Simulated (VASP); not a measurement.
The system is In2Se.

```
Se In
1.0
     0.00000    3.49480    3.49480
     3.49480    0.00000    3.49480
     3.49480    3.49480    0.00000
Se In
1 2
Direct
  0.00000 0.00000 0.00000
  0.25000 0.25000 0.25000
  0.75000 0.75000 0.75000
```

The cell was built by a generator and needn't be a form met in nature.

```yaml
Program: VASP 6.6.1
Task: relaxation of cell and atoms
Functional: PBE
Potentials_or_basis: VASP PAW PBE potentials, release 64 (Se, In_d)
Cutoff: 600 eV
k_mesh: 5 × 5 × 5
Occupations: gaussian, width 0.0242 eV
Spin: no spin polarisation
```

At the start: pressure 5.1 GPa; volume 28.46 Å³/atom.

Question: Where does the relaxation end?

Answer: Over 5 steps the energy falls by 70.2 meV/atom and the volume is 33.24 Å³/atom (+16.8 %); space group Fm-3m (No. 225, to 0.05 Å).

The path:
```csv
step,energy change (eV),largest force (eV/Å),pressure (GPa),volume (Å³)
1,0.0000,0.0000,5.12,85.37
2,-0.2055,0.0000,0.68,97.12
3,-0.2107,0.0000,0.12,99.37
4,-0.2106,0.0000,-0.05,99.88
5,-0.2107,0.0000,-0.03,99.72
```

Final structure:
```cif
data_structure
_symmetry_space_group_name_H-M 'P 1'
_symmetry_Int_Tables_number 1
_cell_length_a 5.2051
_cell_length_b 5.2051
_cell_length_c 5.2051
_cell_angle_alpha 60.000
_cell_angle_beta 60.000
_cell_angle_gamma 60.000
_cell_volume 99.72
loop_
_atom_site_label
_atom_site_type_symbol
_atom_site_fract_x
_atom_site_fract_y
_atom_site_fract_z
_atom_site_occupancy
Se1 Se 0.00000 0.00000 0.00000 1
In1 In 0.25000 0.25000 0.25000 1
In2 In 0.75000 0.75000 0.75000 1
```

Caveat: the volume moved by over 15 % at a fixed basis, so the end points are rough.
